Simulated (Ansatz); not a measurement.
Hf$_{2}$S (P6_3/mmc)

These are results of DFT PBEsol, scalar-relativistic, plane waves, PAW (Ansatz), not measurements.

Settings: cutoff 420 eV, Γ-centred mesh 12×12×4 on the computed 6-atom cell, Gaussian smearing of 0.10 eV; no spin polarisation.

The structure is relaxed at this level of theory with its symmetry kept. Whether it is the stable form of this composition wasn't checked.

The structure is hexagonal, space group P6_3/mmc (No. 194). Conventional cell: a = 3.347 Å, b = 3.347 Å, c = 11.664 Å, α = 90.00°, β = 90.00°, γ = 120.00°. Around Hf (site symmetry 3m) lie 3 S at 2.60 Å. Around S (site symmetry -6m2) lie 6 Hf at 2.60 Å.

```json
{
 "Volume per atom": "18.85 Å³",
 "Formation energy from the elements' standard states (uncorrected)": "-1.108 eV/atom",
 "Kohn–Sham band gap": "none (metal)",
 "Density of states at the Fermi level": "2.50 states/eV per cell",
 "Löwdin character within 0.5 eV of the Fermi level": "Hf 5d 88 %, unprojected 6 %",
 "Bulk modulus": "141 GPa",
 "Its pressure derivative": "3.9",
 "Bader charges (e)": "Hf (4 in the cell) 0.68, S (2 in the cell) -1.36"
}
```

Spin-orbit coupling is left out, which matters for the bands of heavy elements.